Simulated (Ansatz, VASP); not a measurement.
One calculation of BeS, two programs

```
Be S
1.0
     0.00000    2.49775    2.38863
     2.49775    0.00000    2.38863
     2.49775    2.49775    0.00000
Be S
1 1
Direct
  0.00000 0.00000 0.00000
  0.75000 0.75000 0.75000
```

Change from the starting cell: strain +0.030 along x and y, -0.015 along z, atoms carried along.

Alike in both runs: task single point; functional PBE; k mesh 8 × 8 × 8; occupations gaussian, width 0.05 eV; no spin polarisation.

|  | VASP | Ansatz |
| --- | --- | --- |
| version | VASP 6.6.1 | Ansatz 0.2.0 |
| potentials or method | VASP PAW PBE potentials, release 64 (Be, S) | scalar-relativistic, plane waves, PAW |
| plane-wave cutoff (eV) | 520 | 420 |
| valence electrons in the cell | 8 | 8 |

|  | VASP | Ansatz | Ansatz less VASP |
| --- | --- | --- | --- |
| gap on the k mesh at the Fermi level (eV) | 2.86 | 2.86 | -0.002 |
| least direct gap on the mesh (eV) | 5.37 | 5.37 | +0.001 |
| pressure (GPa) | -2.5 | -2.5 | -0.01 |
| largest component of the traceless stress (GPa) | 2.61 | 2.62 | +0.009 |

The functional is the same, so the differences come from potentials, cutoffs and numerics.

A k mesh can miss the band edges.
